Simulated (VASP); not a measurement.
Crystal: PbSe (Clausthalite).

```
Pb Se
1.0
     0.00000    3.06065    3.06065
     3.06065    0.00000    3.06065
     3.06065    3.06065    0.00000
Pb Se
1 1
Direct
  0.00000 0.00000 0.00000
  0.50000 0.50000 0.50000
```

Base run:

| Property | Result |
| --- | --- |
| Program | VASP 6.6.1 |
| Functional | revPBE |
| Potentials or basis | VASP PAW PBE potentials, release 64 (Pb_d, Se) |
| Cutoff | 520 eV |
| k mesh | 8 × 8 × 8 |
| Occupations | fermi-dirac, width 0.05 eV |
| Spin | no spin polarisation |

Its results: band gap on the k mesh 0.35 eV, direct.

Q: The run is repeated on the same cell with these changes: functional from revPBE to PBEsol; further incar settings from ALGO = Normal; EDIFF = 1e-06; NBANDS = 17 to ALGO = Normal; EDIFF = 1e-07. What comes out?

A: Band gap on the k mesh 0.20 eV, direct.

Caveats: spin-orbit coupling is left out, which as a rule narrows the gap of such compounds by several tenths of an eV.
